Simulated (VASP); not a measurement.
## SnO (strained zincblende): one r²SCAN single-point calculation in two programs

```
CELL_PARAMETERS angstrom
-0.02780 2.68041 2.68041
2.68041 -0.02780 2.68041
2.68041 2.68041 -0.02780
ATOMIC_POSITIONS crystal
Sn 0.99767 0.99767 0.99767
O 0.25233 0.25233 0.25233
```

Each program uses its own PAW datasets. VASP's cell holds 20 valence electrons and Ansatz's 20. Ansatz's stress includes a Pulay correction; VASP's doesn't.

Cutoffs: 520 eV in VASP, 500 eV in Ansatz. k meshes: 8×8×8 and 8×8×8.

```tsv
	VASP	Ansatz
gap between bands v and c	-0.15 eV (bands overlap: a metal)	-0.15 eV (bands overlap: a metal)
least direct gap	0.25 eV	0.25 eV
pressure	1.2 GPa	0.8 GPa
```

Band v is the last that the valence electrons fill when counted band by band, and c is the next. Levels in eV from the top of v, Ansatz:

| point | v−1 | v | c | c+1 |
| --- | --- | --- | --- | --- |
| Γ | -4.15 | -4.06 | 4.64 | 4.64 |
| X | -5.29 | -0.72 | -0.15 | 5.37 |
| K | -5.04 | -0.30 | 0.67 | 3.57 |
| L | -4.49 | -2.46 | 1.66 | 4.76 |
| W | -5.66 | 0.00 | 1.31 | 2.74 |

VASP:

```json
{"point": "Γ", "v−1": "-4.15", "v": "-4.06", "c": "4.62", "c+1": "4.62"}
{"point": "X", "v−1": "-5.29", "v": "-0.73", "c": "-0.15", "c+1": "5.37"}
{"point": "K", "v−1": "-5.05", "v": "-0.30", "c": "0.66", "c+1": "3.57"}
{"point": "L", "v−1": "-4.49", "v": "-2.46", "c": "1.66", "c+1": "4.75"}
{"point": "W", "v−1": "-5.67", "v": "0.00", "c": "1.31", "c+1": "2.74"}
```
